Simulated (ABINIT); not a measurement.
Crystal: As.

```
As
1.0
     1.88080    1.08588    3.51406
    -1.88080    1.08588    3.51406
     0.00000   -2.17176    3.51406
As
2
Direct
  0.22600 0.22600 0.22600
  0.77400 0.77400 0.77400
```

| Item | Value |
| --- | --- |
| Program | ABINIT 10.8.3 (patched build) |
| Task | relaxation of cell and atoms |
| Functional | LDA |
| Potentials or basis | JTH PAW LDA v2.0 |
| Cutoff | 408 eV |
| k mesh | 9 × 9 × 9 |
| Occupations | fermi-dirac, width 0.05 eV |
| Spin | no spin polarisation |

At the start: pressure -1.3 GPa; volume 21.53 Å³/atom.

Task: Where does the relaxation end?

Result: Over 7 steps the energy falls by 13.3 meV/atom and the volume is 20.41 Å³/atom (-5.2 %); space group R-3m (No. 166, to 0.05 Å).

The path:
| step | energy change (eV) | largest force (eV/Å) | pressure (GPa) | volume (Å³) |
| --- | --- | --- | --- | --- |
| 1 | 0.0000 | 0.2734 | -1.34 | 43.06 |
| 2 | -0.0029 | 0.2519 | -1.18 | 42.88 |
| 3 | -0.0166 | 0.0389 | 0.49 | 41.24 |
| 4 | -0.0176 | 0.0227 | 0.40 | 41.23 |
| 5 | -0.0252 | 0.1358 | -0.56 | 40.99 |
| 6 | -0.0257 | 0.1022 | -0.45 | 40.98 |
| 7 | -0.0266 | 0.0020 | -0.01 | 40.82 |

Final structure:
```
As
1.0
     1.88119    1.08611    3.33018
    -1.88119    1.08611    3.33018
     0.00000   -2.17221    3.33018
As
2
Direct
  0.23034 0.23034 0.23034
  0.76966 0.76966 0.76966
```
